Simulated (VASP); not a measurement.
InAs: relaxation of the atoms with PBE

The system is InAs.

```
CELL_PARAMETERS angstrom
0.00000 3.10829 3.10829
3.10829 0.00000 3.10829
3.10829 3.10829 0.00000
ATOMIC_POSITIONS crystal
In 0.00000 0.00000 0.00000
As 0.25000 0.25000 0.25000
```

```yaml
Program: VASP 6.6.1
Task: relaxation of the atoms
Functional: PBE
Potentials_or_basis: VASP PAW PBE potentials, release 64 (In, As)
Cutoff: 300 eV
k_mesh: 5 × 5 × 5
Occupations: gaussian, width 0.03 eV
Spin: no spin polarisation
Further_INCAR_settings: ALGO = Normal; EDIFF = 1e-07; IBRION = 2; EDIFFG = -0.01; NSW = 40
```

```json
{
  "Pressure after relaxing": "0.0 GPa",
  "Band gap on the k mesh": "none (metal or under the smearing width)"
}
```

Final structure:
```xyz
2
Lattice="0.0000 3.1083 3.1083 3.1083 0.0000 3.1083 3.1083 3.1083 0.0000" Properties=species:S:1:pos:R:3 pbc="T T T"
In    0.0000    0.0000    0.0000
As    1.5541    1.5541    1.5541
```

Levels at points of the mesh, in eV from the Fermi level:
```csv
k point,band 1,band 2,band 3,band 4,band 5,band 6,band 7,band 8
"(0.00, 0.00, 0.00)",-11.35,-0.59,-0.01,-0.01,-0.01,3.87,3.87,3.87
```

It took 12 s on 1 thread of Intel(R) Xeon(R) Platinum 8259CL CPU @ 2.50GHz (Skylake/Cascade Lake) (shared host), peak memory 0.15 GiB.

The gap isn't set beside the measured one, since this odd mesh misses points on the zone boundary.

Caveat: the relaxation stopped at its first step, so nothing moved; this crystal is a semiconductor, whose small gap the functional closes, so the metal is an error of the method.
